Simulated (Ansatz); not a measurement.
## SiC (F-43m), zone-centre modes

Computed with DFT PBE, scalar-relativistic, plane waves, PAW (Ansatz). Settings: plane waves to 420 eV, k-mesh 10×10×6 (Γ-centred), Gaussian smearing 0.05 eV. No spin polarisation.

Zero of the scan (relaxed at this level):

```
CELL_PARAMETERS angstrom
0.00000 -2.18986 -2.18986
0.00000 2.18986 -2.18986
4.37973 0.00000 0.00000
ATOMIC_POSITIONS crystal
Si 0.50000 0.50000 0.50000
Si 0.00000 0.00000 0.00000
C 0.00000 0.50000 0.25000
C 0.50000 0.00000 0.75000
```

Harmonic modes by finite displacements of 0.02 Å, without the LO–TO term. The cell doubles the primitive one, so its zone centre also holds the primitive cell's point q = (0, 1/2, 1/2).

(1) At this geometry, is the structure stable against these modes?

(2) List the wavenumbers in cm⁻¹.

Answers

(1) Yes: no mode is imaginary beyond 10 cm⁻¹, and only the three translations lie near zero.

(2) 0, 0, 0, 360, 360, 622, 741, 741, 775, 775, 775, 804.

Cost: 1 run of about 1.1 core-minutes, on Intel Xeon Processor @ 2.50GHz (Skylake/Cascade Lake) (shared hosts).